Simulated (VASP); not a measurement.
Set up this calculation in VASP 6.6.1, as the native input.

```
Task                   : relaxation of cell and atoms
Functional             : PBE
Dispersion             : TS
Potentials or basis    : VASP PAW PBE potentials, release 64 (Hg, Se)
Cutoff                 : 600 eV
k mesh                 : 8 × 8 × 8
Occupations            : fermi-dirac, width 0.05 eV
Spin                   : no spin polarisation
Further INCAR settings : ALGO = Normal; EDIFF = 1e-06; IBRION = 2; EDIFFG = -0.01; NSW = 60; ISIF = 3
```

The structure of HgSe lies in POSCAR:

```
HgSe
1.0
    0.0000000000      3.0390000000      3.0390000000
    3.0390000000      0.0000000000      3.0390000000
    3.0390000000      3.0390000000      0.0000000000
Hg Se
1 1
Direct
    0.0000000000      0.0000000000      0.0000000000
    0.7500000000      0.7500000000      0.7500000000
```

These files were run (other wordings do the same):

INCAR

```
PREC = Accurate ; ENCUT = 600
EDIFF = 1E-6 ; ISMEAR = -1
SIGMA = 0.05 ; LREAL = False
LASPH = True ; NELM = 100
ALGO = Normal ; ISIF = 3
LWAVE = False ; LCHARG = False
GGA = PE ; IVDW = 2
IBRION = 2 ; NSW = 60
EDIFFG = -0.01
```

KPOINTS

```
Automatic mesh
0
Gamma
  8 8 8
```

Potentials or basis: VASP PAW PBE potentials, release 64 (Hg, Se).

Run with:

```sh
$ cat potpaw_PBE.64/Hg/POTCAR potpaw_PBE.64/Se/POTCAR > POTCAR
$ mpirun -np 1 vasp_std > vasp.out
```

It gave:

| Property | Result |
| --- | --- |
| Relaxed volume | 29.58 Å³/atom |
| Relaxed cell | a = 4.373 Å, b = 4.373 Å, c = 4.373 Å, α = 60.00°, β = 60.00°, γ = 60.00° |
| Space group after relaxing (to 0.05 Å) | F-43m (No. 216) |
| Energy gained by relaxing | 13.7 meV/atom |
| Ionic steps | 3 |
| Pressure after relaxing | 0.0 GPa |
| Band gap on the k mesh | none (metal or under the smearing width) |
| Hirshfeld charges | Hg +0.20; Se -0.20 e |
| Dispersion energy per atom | -0.250 eV |

Caveat: atom-pairwise D2, TS and ULG terms overbind metals; pairwise dispersion overbinds metals, which lowers pressure and volume.

Run time: 34 s on 1 thread of Intel(R) Xeon(R) 6975P-C (Granite Rapids), on a shared host, peak memory 0.22 GiB.
